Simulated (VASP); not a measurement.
# LiF (P-6m2) in VASP: notebook

One crystal, LiF, is run at these levels: PBE; tasks: single point, relaxation of cell and atoms.

Everything below comes from runs of VASP 6.6.1. Logs are shortened: lines on timing, memory, paths and dates and some standing lists are left out, and cuts for length are marked.

## (1) Starting point

It takes space group P-6m2 (No. 187, hexagonal). The conventional cell has a = 2.805 Å, b = 2.805 Å, c = 2.571 Å, α = 90.00°, β = 90.00°, γ = 120.00°. Li (site symmetry -6m2) is surrounded by 6 F at 2.07 Å. Around F (site symmetry -6m2) lie 6 Li at 2.07 Å.

The cell was built by a generator and needn't be a form met in nature.

## (2) Single point, PBE

INCAR reads:

```
ALGO = Fast
EDIFF = 1E-6
ENCUT = 520
GGA = PE
ISIF = 2
ISMEAR = 0
LASPH = T
LCHARG = F
LREAL = F
LWAVE = F
NBANDS = 12
NELM = 100
PREC = Accurate
SIGMA = 0.02
```

KPOINTS reads:

```
k-points
0
Gamma
  9 9 10
```

POSCAR reads:

```
LiF
1.0
    2.8048077686      0.0000000000      0.0000000000
   -1.4024038843      2.4290347804      0.0000000000
    0.0000000000      0.0000000000      2.5706785127
Li F
1 1
Direct
    0.3333333333      0.6666666667      0.5000000000
    0.6666666667      0.3333333333      0.0000000000
```

Potentials or basis: VASP PAW PBE potentials, release 64 (Li_sv, F).

Run with:

```bash
> cat potpaw_PBE.64/Li_sv/POTCAR potpaw_PBE.64/F/POTCAR > POTCAR
> mpirun -np 1 vasp_std > vasp.out
```

OUTCAR:

```text
EDIFF = 1E-6
   ENCUT = 520
   GGA = PE
   ISIF = 2
   ISMEAR = 0
   LASPH = T
   LREAL = F
   NELM = 100
   PREC = Accurate

 ion  position               nearest neighbor table
   1  0.333  0.667  0.500-   2 2.07   2 2.07   2 2.07   2 2.07   2 2.07   2 2.07
   2  0.667  0.333  0.000-   1 2.07   1 2.07   1 2.07   1 2.07   1 2.07   1 2.07

  LATTYP: Found a hexagonal cell.
 ALAT       =     2.8048077686
 C/A-ratio  =     0.9165257389

  Lattice vectors:

 A1 = (   2.8048077686,   0.0000000000,   0.0000000000)
 A2 = (  -1.4024038843,   2.4290347804,   0.0000000000)
 A3 = (   0.0000000000,   0.0000000000,   2.5706785127)

Analysis of symmetry for initial positions (statically):
=====================================================================
 Subroutine PRICEL returns:
 Original cell was already a primitive cell.

 Routine SETGRP: Setting up the symmetry group for a
 hexagonal supercell.

 Subroutine GETGRP returns: Found 12 space group operations
 (whereof 12 operations were pure point group operations)
 out of a pool of 24 trial point group operations.

The static configuration has the point symmetry D_3h.

Analysis of symmetry for dynamics (positions and initial velocities):
=====================================================================
 Subroutine PRICEL returns:
 Original cell was already a primitive cell.

 Routine SETGRP: Setting up the symmetry group for a
 hexagonal supercell.

 Subroutine GETGRP returns: Found 12 space group operations
 (whereof 12 operations were pure point group operations)
 out of a pool of 24 trial point group operations.

The dynamic configuration has the point symmetry D_3h.

 Subroutine INISYM returns: Found 12 space group operations
 (whereof 12 operations are pure point group operations),
 and found     1 'primitive' translations

----------------------------------------------------------------------------------------

                                     Primitive cell

  volume of cell :      17.5140

  direct lattice vectors                    reciprocal lattice vectors
     2.804807769  0.000000000  0.000000000     0.356530673  0.205843080  0.000000000
    -1.402403884  2.429034780  0.000000000     0.000000000  0.411686159  0.000000000
     0.000000000  0.000000000  2.570678513     0.000000000  0.000000000  0.389002357

  length of vectors
     2.804807769  2.804807769  2.570678513     0.411686159  0.411686159  0.389002357

  position of ions in fractional coordinates (direct lattice)
     0.333333333  0.666666667  0.500000000
[... 85 lines left out ...]
   ISYM   =      2    0-nonsym 1-usesym 2-fastsym
   POTIM  = 0.5000    time-step for ionic-motion
   TEBEG  =    0.0;   TEEND  =   0.0 temperature during run
   PSTRESS=    0.0 pullay stress
   NELECT =      10.0000    total number of electrons
   NUPDOWN=      -1.0000    fix difference up-down
   EMIN   =  10.00;   EMAX   =-10.00  energy-range for DOS
   EFERMI =   0.00;   METHOD = LEGACY
   ISMEAR =     0;   SIGMA  =   0.02  broadening in eV -4-tet -1-fermi 0-gaus
   EFERMI_NEDOS =   21; number of points for ismear=-14 and -15
   IALGO  =     68    algorithm
   IMIX   =      4    mixing-type and parameters
     AMIX     =   0.40;   BMIX     =  1.00
     AMIX_MAG =   1.60;   BMIX_MAG =  1.00
  volume/ion in A,a.u.               =       8.76        59.10
  Fermi-wavevector in a.u.,A,eV,Ry     =   1.358147  2.566525 25.096790  1.844562
  Thomas-Fermi vector in A             =   2.485005
   LORBIT       =      0    0 simple, 1 ext, 2 COOP (PROOUT), +10 PAW based schemes
   GGA     = PE    functional components
   LHFCALC =     F    Hartree Fock is set to
   AEXX    =    0.0000 exact exchange contribution
   IVDW    =     0    specifies the selected vdW correction
   LEPSILON=     F    determine dielectric tensor
   LRPA    =     F    only Hartree local field effects (RPA)
 non-spin polarized calculation
 RMM-DIIS sequential band-by-band and
 Gauss-broadening in eV      SIGMA  =   0.02
  energy-cutoff  :      520.00
  volume of cell :       17.51
 maximum number of plane-waves:       483
 NGX is ok and might be reduce to    24
   NGX = 11   NGY = 11   NGZ =  9

 number of electron      10.0000009 magnetization

 Free energy of the ion-electron system (eV)
  ---------------------------------------------------
  ext. energy  EPLUGINS =         0.00000000
  ---------------------------------------------------
  free energy    TOTEN  =        -9.39280244 eV

  energy without entropy =       -9.39280244  energy(sigma->0) =       -9.39280244

 E-fermi :  -0.5398     XC(G=0):  -9.6079

 val. band max:       -0.8009846564   @ k =   0.3333   0.3333   0.0000
 cond. band min:       6.9460495688   @ k =   0.0000   0.0000   0.0000
 fundamental gap:      7.7470342252
 Fermi energy:        -0.5398076622

 k-point     1 :       0.0000    0.0000    0.0000
  band No.  band energies     occupation
      1     -42.6567      2.00000
      2     -21.1292      2.00000
      3      -1.2803      2.00000
      4      -1.2803      2.00000
      5      -1.2315      2.00000
      6       6.9460      0.00000
      7      18.5027      0.00000
      8      18.5027      0.00000
      9      19.1379      0.00000
     10      21.3433      0.00000
     11      26.9529      0.00000
     12      28.1536      0.00000
[... 331 lines left out ...]
 k-point    24 :       0.3333    0.3333    0.1000
  band No.  band energies     occupation
      1     -42.6056      2.00000
      2     -20.6447      2.00000
      3      -3.3427      2.00000
      4      -2.8264      2.00000
      5      -1.0972      2.00000
      6      10.9434      0.00000
      7      13.2910      0.00000
      8      15.8757      0.00000
      9      20.8106      0.00000
     10      23.8442      0.00000
     11      28.0413      0.00000
     12      29.4085      0.00000

 [... further k-points ...]
[... 5 lines left out ...]
  --------------------------------------------------------------------------------------
  -------------------------------------------------------------------------------------
  Total       -0.0473690     -0.0473690     -0.0453914      0.0000000      0.0000000      0.0000000
  in kB       -4.3333152     -4.3333152     -4.1524049      0.0000000      0.0000000      0.0000000
  external PRESSURE =      -4.2730118 kB  Pullay stress =       0.0000000 kB

 VOLUME and BASIS-vectors are now :
 -----------------------------------------------------------------------------
  energy-cutoff  :      520.00
  volume of cell :       17.51
      direct lattice vectors                 reciprocal lattice vectors
     2.804807769  0.000000000  0.000000000     0.356530673  0.205843080  0.000000000
    -1.402403884  2.429034780  0.000000000     0.000000000  0.411686159  0.000000000
     0.000000000  0.000000000  2.570678513     0.000000000  0.000000000  0.389002357

 POSITION                                       TOTAL-FORCE (eV/Angst)
 -----------------------------------------------------------------------------------
     -0.00000      1.61936      1.28534        -0.000000     -0.000000      0.000000
      1.40240      0.80968      0.00000         0.000000      0.000000      0.000000
 -----------------------------------------------------------------------------------
    total drift:                               -0.000000      0.000000      0.000000

  FREE ENERGIE OF THE ION-ELECTRON SYSTEM (eV)
  ---------------------------------------------------
  free  energy   TOTEN  =        -9.3928024414 eV

  energy  without entropy=       -9.3928024414  energy(sigma->0) =       -9.39280244
```

Run time: 16 s. Hardware: 1 thread of Intel Xeon Platinum 8259CL at 2.50GHz (Skylake/Cascade Lake), shared host; peak memory 0.13 GiB.

What came out:

- Free energy: -9.3928 eV
- Band gap on the k mesh: 7.75 eV, indirect (least direct gap 8.18 eV)

Levels at points of the mesh, in eV from the valence-band top:
```csv
k point,band 2,band 3,band 4,band 5,band 6,band 7,band 8,band 9
"(0.00, 0.00, 0.00)",-20.33,-0.48,-0.48,-0.43,7.75,19.30,19.30,19.94
"(0.00, 0.00, 0.50)",-19.95,-3.12,-0.13,-0.13,10.40,13.80,22.04,22.04
```

Caveat: the cutoff is under 1.25 times the usual one of these potentials, so pressure, stress and relaxed cells hold a basis-set (Pulay) error; an odd mesh through Γ misses points on the zone boundary, where band edges often lie.

## (3) Single point, PBE

INCAR reads:

```
SYSTEM = LiF
PREC = Accurate ; ENCUT = 520
EDIFF = 1E-6 ; ISMEAR = 0
SIGMA = 0.02 ; LREAL = .FALSE.
LASPH = .TRUE. ; NELM = 100
ALGO = Normal ; ISIF = 2
LWAVE = .FALSE. ; LCHARG = .FALSE.
GGA = PE ; NBANDS = 12
```

KPOINTS reads:

```
Automatic mesh
0
G
  9 9 10
  0 0 0
```

POSCAR is that of step 2.

Potentials or basis: VASP PAW PBE potentials, release 64 (Li_sv, F).

Run with:

```bash
> cat potpaw_PBE.64/Li_sv/POTCAR potpaw_PBE.64/F/POTCAR > POTCAR
> mpirun -np 1 vasp_std > vasp.out
```

It took 15 s on 1 thread of Intel Xeon Platinum 8259CL at 2.50GHz (Skylake/Cascade Lake), shared host; peak memory 0.13 GiB.

The run converged. Its results:

```
Free energy            : -9.3928 eV
Band gap on the k mesh : 7.75 eV, indirect (least direct gap 8.18 eV)
```

Levels at points of the mesh, in eV from the valence-band top:
| k point | band 2 | band 3 | band 4 | band 5 | band 6 | band 7 | band 8 | band 9 |
| --- | --- | --- | --- | --- | --- | --- | --- | --- |
| (0.00, 0.00, 0.00) | -20.33 | -0.48 | -0.48 | -0.43 | 7.75 | 19.30 | 19.30 | 19.94 |
| (0.00, 0.00, 0.50) | -19.95 | -3.12 | -0.13 | -0.13 | 10.40 | 13.80 | 22.04 | 22.04 |

Caveat: the cutoff is under 1.25 times the usual one of these potentials, so pressure, stress and relaxed cells hold a basis-set (Pulay) error; an odd mesh through Γ misses points on the zone boundary, where band edges often lie.

## (4) Relaxation of cell and atoms, PBE

This run uses another cell than the first one, of 8.72 Å³/atom, 0.996 times its volume.

INCAR reads:

```
SYSTEM = LiF
PREC     = Accurate       ! precision mode
ENCUT    = 600            ! plane-wave cutoff, eV
EDIFF    = 1E-7           ! SCF threshold, eV
ISMEAR   = 0              ! smearing method
SIGMA    = 0.02           ! smearing width, eV
LREAL    = .False.        ! projectors in reciprocal space
LASPH    = .True.         ! aspherical terms in the spheres
NELM     = 100            ! most SCF steps
ALGO     = Normal         ! electronic algorithm
ISIF     = 3              ! what is computed and relaxed
LWAVE    = .False.        ! write WAVECAR
LCHARG   = .False.        ! write CHGCAR
GGA      = PE             ! functional
IBRION   = 2              ! ionic algorithm
NSW      = 100            ! ionic steps
EDIFFG   = -0.01          ! ionic threshold
```

KPOINTS reads:

```
regular mesh
0
Gamma
  9 9 10
  0 0 0
```

POSCAR reads:

```
LiF
1.0
    2.7997634774      0.0000000000      0.0000000000
   -1.3998817387      2.4246662960      0.0000000000
    0.0000000000      0.0000000000      2.5691718227
Li F
1 1
Direct
    0.3333333333      0.6666666667      0.5000000000
    0.6666666667      0.3333333333      0.0000000000
```

Run with:

```bash
> cat potpaw_PBE.64/Li_sv/POTCAR potpaw_PBE.64/F/POTCAR > POTCAR
> mpirun -np 1 vasp_std > vasp.out
```

It took 27 s on 1 thread of Intel Xeon Platinum 8259CL at 2.50GHz (Skylake/Cascade Lake), shared host; peak memory 0.14 GiB.

The run converged. Its results:

```
Free energy                            : -9.3949 eV
Relaxed volume                         : 8.66 Å³/atom
Relaxed cell                           : a = 2.795 Å, b = 2.795 Å, c = 2.562 Å, α = 90.00°, β = 90.00°, γ = 120.00°
Space group after relaxing (to 0.05 Å) : P-6m2 (No. 187)
Energy gained by relaxing              : 0.1 meV/atom
Ionic steps                            : 3
Pressure after relaxing                : 0.0 GPa
Band gap on the k mesh                 : 7.82 eV, indirect (least direct gap 8.26 eV)
```

Stress tensor (GPa, compression positive):
```
-0.05  0.00  0.00
 0.00 -0.05  0.00
 0.00  0.00  0.11
```

Step by step:
```csv
step,energy change (eV),largest force (eV/Å),pressure (GPa),volume (Å³)
1,0.0000,0.0000,-0.42,17.44
2,-0.0001,0.0000,-0.20,17.38
3,-0.0001,0.0000,0.00,17.33
```

Final structure:
```
Li F
1.0
     2.79476    0.00000    0.00000
    -1.39738    2.42033    0.00000
     0.00000    0.00000    2.56190
Li F
1 1
Direct
  0.33333 0.66667 0.50000
  0.66667 0.33333 0.00000
```

Levels at points of the mesh, in eV from the valence-band top:
```tsv
k point	band 2	band 3	band 4	band 5	band 6	band 7	band 8	band 9
(0.00, 0.00, 0.00)	-20.36	-0.49	-0.49	-0.44	7.82	19.40	19.40	20.01
(0.00, 0.00, 0.50)	-19.98	-3.16	-0.13	-0.13	10.47	13.90	22.16	22.16
```

Caveat: the cutoff is under 1.25 times the usual one of these potentials, so pressure, stress and relaxed cells hold a basis-set (Pulay) error; an odd mesh through Γ misses points on the zone boundary, where band edges often lie. As with any semilocal functional, this PBE gap is likely too small.
